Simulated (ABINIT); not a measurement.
# Cr (Im-3m) in ABINIT: reference runs

Aim: a first look at Cr with PBEsol, on the cell as given.

Everything below comes from runs of ABINIT 10.8.3 (patched build). Logs are shortened: lines on timing, memory, paths and dates and some standing lists are left out, and cuts for length are marked. The log counts tension as positive stress, the text compression.

### Step 1. The crystal as given

Symmetry: Im-3m, No. 229, cubic system. Conventional cell: a = 2.969 Å, b = 2.969 Å, c = 2.969 Å, α = 90.00°, β = 90.00°, γ = 90.00°. Cr (site symmetry m-3m) is surrounded by 8 Cr at 2.57 Å.

### Step 2. Single point, PBEsol, collinear spin, ferromagnetic start

Input file run.abi:

```
pp_dirpath "./"
pseudos "Cr.upf"

acell 4.8587547043 4.8587547043 4.8587547043
rprim
    -0.5773502692     0.5773502692     0.5773502692
     0.5773502692    -0.5773502692     0.5773502692
     0.5773502692     0.5773502692    -0.5773502692
ntypat 1
znucl 24
natom 1
typat 1
xcart
     0.0000000000     0.0000000000     0.0000000000 Angstrom

ecut 47.0

kptopt 1
ngkpt 12 12 12
nshiftk 1
shiftk 0.0 0.0 0.0

ixc -116133

nband 12
occopt 3
tsmear 0.00183747

nsppol 2
spinat
     0.0000000000     0.0000000000     3.0000000000

nstep 100
tolvrs 1.0e-10

iomode 3
prtwf 0
prteig 0
prtebands 0
prtden 1
prtvha 1
prtvclmb 1
prtpot 1
```

Potentials or basis: PseudoDojo NC SR PBEsol v0.4.1 standard.

Run with:

```sh
$ abinit run.abi > log 2>&1
```

run.abo:

```text
.Version 10.8.3 of ABINIT
 Symmetries : space group Im -3 m (#229); Bravais cI (body-center cubic)
================================================================================
 Values of the parameters that define the memory need of the present run
     intxc =       0    ionmov =       0      iscf =       7    lmnmax =       6
     lnmax =       6     mgfft =      30  mpssoang =       3    mqgrid =    3001
     natom =       1  nloc_mem =       1    nspden =       2   nspinor =       1
    nsppol =       2      nsym =      48    n1xccc =    2501    ntypat =       1
    occopt =       3   xclevel =       2
       mpw =        1400          nfft =       27000          nkpt =          72
================================================================================
================================================================================

--------------------------------------------------------------------------------
------------- Echo of variables that govern the present computation ------------
--------------------------------------------------------------------------------
 -outvars: echo values of preprocessed input variables --------
            acell      4.8587547043E+00  4.8587547043E+00  4.8587547043E+00 Bohr
              amu      5.19961000E+01
             ecut      4.70000000E+01 Hartree
                       outvar_i_n : Printing only first  50 k-points.
              ixc     -116133
                       outvar_i_n : Printing only first  50 k-points.
         kptrlatt       12    0    0      0   12    0      0    0   12
          kptrlen      5.83050565E+01
            natom           1
            nband          12
            ngfft          30      30      30
             nkpt          72
           nspden           2
           nsppol           2
            nstep         100
             nsym          48
           ntypat           1
                       prtocc : prtvol=0, do not print more k-points.
                       1.000000  1.000000  1.000000  1.000000  1.000000  1.000000
                       1.000000  0.000000  0.000000  0.000000  0.000000  0.000000
                       1.000000  1.000000  1.000000  1.000000  1.000000  1.000000
                       1.000000  0.000000  0.000000  0.000000  0.000000  0.000000
                       1.000000  1.000000  1.000000  1.000000  1.000000  1.000000
                       1.000000  0.000000  0.000000  0.000000  0.000000  0.000000
[... 92 lines left out ...]
                       1.000000  1.000000  1.000000  1.000000  1.000000  1.000000
                       1.000000  0.000000  0.000000  0.000000  0.000000  0.000000
                       prtocc : prtvol=0, do not print more k-points.
           occopt           3
        prtebands           0
           prteig           0
           prtpot           1
         prtvclmb           1
           prtvha           1
            prtwf           0
            rprim     -5.7735026920E-01  5.7735026920E-01  5.7735026920E-01
                       5.7735026920E-01 -5.7735026920E-01  5.7735026920E-01
                       5.7735026920E-01  5.7735026920E-01 -5.7735026920E-01
          spgroup         229
           spinat      0.0000000000E+00  0.0000000000E+00  3.0000000000E+00
           tolvrs      1.00000000E-10
           tsmear      1.83747000E-03 Hartree
            typat      1
                       outvars : Printing only first  50 k-points.
            znucl       24.00000

================================================================================

 chkinp: Checking input parameters for consistency.

================================================================================
== DATASET  1 ==================================================================

--- !DatasetInfo
iteration_state: {dtset: 1, }
dimensions: {natom: 1, nkpt: 72, mband: 12, nsppol: 2, nspinor: 1, nspden: 2, mpw: 1400, }
cutoff_energies: {ecut:  47.0, pawecutdg:  -1.0, }
electrons: {nelect:   1.40000000E+01, charge:   0.00000000E+00, occopt:   3.00000000E+00, tsmear:   1.83747000E-03, }
meta: {optdriver: 0, ionmov: 0, optcell: 0, iscf: 7, paral_kgb: 0, }
...

 Real(R)+Recip(G) space primitive vectors, cartesian coordinates (Bohr,Bohr^-1):
 R(1)= -2.8052033  2.8052033  2.8052033  G(1)=  0.0000000  0.1782402  0.1782402
 R(2)=  2.8052033 -2.8052033  2.8052033  G(2)=  0.1782402  0.0000000  0.1782402
 R(3)=  2.8052033  2.8052033 -2.8052033  G(3)=  0.1782402  0.1782402  0.0000000
 Unit cell volume ucvol=  8.8298440E+01 bohr^3
 Angles (23,13,12)=  1.09471221E+02  1.09471221E+02  1.09471221E+02 degrees

 getcut: wavevector=  0.0000  0.0000  0.0000  ngfft=  30  30  30
         ecut(hartree)=     47.000   => boxcut(ratio)=   2.00070

--- Pseudopotential description ------------------------------------------------
- pspini: atom type   1  psp file is ./Cr.upf
12 -116133 2 -1 1638                          pspcod,pspxc,lmax,lloc,mmax
     nproj     2     2     2

   2.41540608E+02                                ecore*ucvol(ha*bohr**3)
--------------------------------------------------------------------------------

================================================================================

--- !BeginCycle
iteration_state: {dtset: 1, }
solver: {iscf: 7, nstep: 100, nline: 4, wfoptalg: 0, }
tolerances: {tolvrs: 1.00E-10, }
...

     iter   Etot(hartree)      deltaE(h)  residm     vres2   difmagsph maxmagsph
 ETOT  1  -88.720371685943    -8.872E+01 3.065E-01 8.727E+02 8.933E-01 8.933E-01
 ETOT  2  -88.649105298686     7.127E-02 4.159E-02 1.515E+03 9.249E-04 8.924E-01
 ETOT  3  -88.890576214823    -2.415E-01 6.523E-03 1.338E+01 5.264E-01 3.660E-01
 ETOT  4  -88.893958843034    -3.383E-03 5.769E-04 6.588E-01 1.997E-01 1.663E-01
 ETOT  5  -88.894495670242    -5.368E-04 3.818E-04 1.291E-01 1.164E-01 4.992E-02
 ETOT  6  -88.894557610150    -6.194E-05 2.721E-04 3.224E-02 4.469E-02 5.231E-03
 ETOT  7  -88.894562901663    -5.292E-06 4.183E-04 6.494E-04 3.363E-03 1.869E-03
 ETOT  8  -88.894563066169    -1.645E-07 3.537E-04 3.372E-05 2.060E-03 1.916E-04
 ETOT  9  -88.894563071984    -5.815E-09 5.524E-04 1.232E-07 1.588E-04 3.273E-05
 ETOT 10  -88.894563072025    -4.093E-11 3.833E-04 4.127E-09 3.616E-05 3.422E-06
 ETOT 11  -88.894563072026    -7.816E-13 5.428E-04 2.648E-11 4.488E-06 1.066E-06

 At SCF step   11       vres2   =  2.65E-11 < tolvrs=  1.00E-10 =>converged.

 Cartesian components of stress tensor (hartree/bohr^3)
  sigma(1 1)=  1.09944801E-03  sigma(3 2)=  0.00000000E+00
  sigma(2 2)=  1.09944801E-03  sigma(3 1)=  0.00000000E+00
  sigma(3 3)=  1.09944801E-03  sigma(2 1)=  0.00000000E+00

--- !ResultsGS
iteration_state: {dtset: 1, }
comment   : Summary of ground state results
lattice_vectors:
- [ -2.8052033,   2.8052033,   2.8052033, ]
- [  2.8052033,  -2.8052033,   2.8052033, ]
- [  2.8052033,   2.8052033,  -2.8052033, ]
lattice_lengths: [   4.85875,    4.85875,    4.85875, ]
lattice_angles: [109.471, 109.471, 109.471, ] # degrees, (23, 13, 12)
lattice_volume:   8.8298440E+01
convergence: {deltae: -7.816E-13, res2:  2.648E-11, residm:  5.428E-04, diffor: null, }
etotal    :  -8.88945631E+01
entropy   :   0.00000000E+00
fermie    :   4.21766300E-01
cartesian_stress_tensor: # hartree/bohr^3
- [  1.09944801E-03,   0.00000000E+00,   0.00000000E+00, ]
- [  0.00000000E+00,   1.09944801E-03,   0.00000000E+00, ]
- [  0.00000000E+00,   0.00000000E+00,   1.09944801E-03, ]
pressure_GPa:  -3.2347E+01
xred      :
- [  0.0000E+00,   0.0000E+00,   0.0000E+00, Cr]
cartesian_forces: # hartree/bohr
- [ -0.00000000E+00,  -0.00000000E+00,  -0.00000000E+00, ]
force_length_stats: {min:   0.00000000E+00, max:   0.00000000E+00, mean:   0.00000000E+00, }
...

 Integrated electronic and magnetization densities in atomic spheres:
 ------------------------------------------------------------------------------------------------------------
 Radius=ratsph(iatom), smearing ratsm=  0.0000. Diff(up-dn)=approximate z local magnetic moment.
    Atom    Radius    up_density   dn_density  Total(up+dn)  Diff(up-dn)
    1 Cr   2.00000     5.864670     5.864671     11.729341    -0.000001
 ------------------------------------------------------------------------------------------------------------
  Sum:                 5.864670     5.864671     11.729341    -0.000001
 Total magnetization (from the atomic spheres):               -0.000001
 Total magnetization (exact up - dn):                         -0.000001

================================================================================

 ----iterations are completed or convergence reached----

 Mean square residual over all n,k,spin=   46.848E-08; max=  54.282E-05
 reduced coordinates (array xred) for    1 atoms
       0.000000000000      0.000000000000      0.000000000000
 rms dE/dt=  0.0000E+00; max dE/dt=  0.0000E+00; dE/dt below (all hartree)
    1       0.000000000000      0.000000000000      0.000000000000

 cartesian coordinates (angstrom) at end:
    1      0.00000000000000     0.00000000000000     0.00000000000000

 cartesian forces (hartree/bohr) at end:
    1     -0.00000000000000    -0.00000000000000    -0.00000000000000
 frms,max,avg= 0.0000000E+00 0.0000000E+00   0.000E+00  0.000E+00  0.000E+00 h/b

 cartesian forces (eV/Angstrom) at end:
    1     -0.00000000000000    -0.00000000000000    -0.00000000000000
 frms,max,avg= 0.0000000E+00 0.0000000E+00   0.000E+00  0.000E+00  0.000E+00 e/A
 length scales=  4.858754704300  4.858754704300  4.858754704300 bohr
              =  2.571142261139  2.571142261139  2.571142261139 angstroms
 Fermi (or HOMO) energy (hartree) =   0.42177   Average Vxc (hartree)=  -0.48986
 Magnetization (Bohr magneton)=  9.11211229E-07
 Total spin up =  6.99999954E+00   Total spin down =  7.00000046E+00
 Eigenvalues (hartree) for nkpt=  72  k points, SPIN UP:
 kpt#   1, nband= 12, wtk=  0.00058, kpt=  0.0000  0.0000  0.0000 (reduced coord)
  -2.21051   -1.14723   -1.14723   -1.14723    0.14808    0.39623    0.39623    0.39623
   0.45956    0.45956    1.20655    1.20655
      occupation numbers for kpt#   1
   1.00000    1.00000    1.00000    1.00000    1.00000    1.00000    1.00000    1.00000
   0.00000    0.00000    0.00000    0.00000
 prteigrs : prtvol=0 or 1, do not print more k-points.

 Eigenvalues (hartree) for nkpt=  72  k points, SPIN DOWN:
 kpt#   1, nband= 12, wtk=  0.00058, kpt=  0.0000  0.0000  0.0000 (reduced coord)
  -2.21051   -1.14723   -1.14723   -1.14723    0.14808    0.39623    0.39623    0.39623
   0.45956    0.45956    1.20655    1.20655
      occupation numbers for kpt#   1
   1.00000    1.00000    1.00000    1.00000    1.00000    1.00000    1.00000    1.00000
   0.00000    0.00000    0.00000    0.00000
 prteigrs : prtvol=0 or 1, do not print more k-points.

--- !EnergyTerms
iteration_state     : {dtset: 1, }
comment             : Components of total free energy in Hartree
kinetic             :  3.81573411745363E+01
hartree             :  1.90380232833211E+01
xc                  : -1.29964091981820E+01
Ewald energy        : -6.35684539175657E+01
psp_core            :  2.73550255069490E+00
local_psp           : -6.58496163183521E+01
non_local_psp       : -6.41070793419769E+00
internal            : -8.88943203597451E+01
'-kT*entropy'       : -2.42712280988393E-04
total_energy        : -8.88945630720261E+01
total_energy_eV     : -2.41894429092062E+03
band_energy         : -9.29895575854576E+00
...

 Cartesian components of stress tensor (hartree/bohr^3)
  sigma(1 1)=  1.09944801E-03  sigma(3 2)=  0.00000000E+00
  sigma(2 2)=  1.09944801E-03  sigma(3 1)=  0.00000000E+00
  sigma(3 3)=  1.09944801E-03  sigma(2 1)=  0.00000000E+00

-Cartesian components of stress tensor (GPa)         [Pressure= -3.2347E+01 GPa]
- sigma(1 1)=  3.23468773E+01  sigma(3 2)=  0.00000000E+00
- sigma(2 2)=  3.23468773E+01  sigma(3 1)=  0.00000000E+00
- sigma(3 3)=  3.23468773E+01  sigma(2 1)=  0.00000000E+00

== END DATASET(S) ==============================================================
================================================================================

 -outvars: echo values of variables after computation  --------
            acell      4.8587547043E+00  4.8587547043E+00  4.8587547043E+00 Bohr
           etotal     -8.8894563072E+01
            fcart     -0.0000000000E+00 -0.0000000000E+00 -0.0000000000E+00
            rprim     -5.7735026920E-01  5.7735026920E-01  5.7735026920E-01
                       5.7735026920E-01 -5.7735026920E-01  5.7735026920E-01
                       5.7735026920E-01  5.7735026920E-01 -5.7735026920E-01
           strten      1.0994480110E-03  1.0994480110E-03  1.0994480110E-03
                       0.0000000000E+00  0.0000000000E+00  0.0000000000E+00
 Calculation completed.
```

It took 51 s on 1 thread of Arm Neoverse V2, shared host; peak memory 0.09 GiB.

What came out:

```yaml
Free_energy: -2418.9443 eV
Pressure: -32.3 GPa
Band_gap_on_the_k_mesh: none (metal or under the smearing width)
Net_moment: 0.00 μB per cell
Valence_electrons_inside_the_program's_atomic_spheres: Cr 11.73 (radii [1.0584] Å)
```

Caveat: the starting moments collapsed, and a magnetic state may lie lower; a pressure of tens of GPa on the cell as given is suspect, and the run, the potentials or the cell itself is likely at fault.
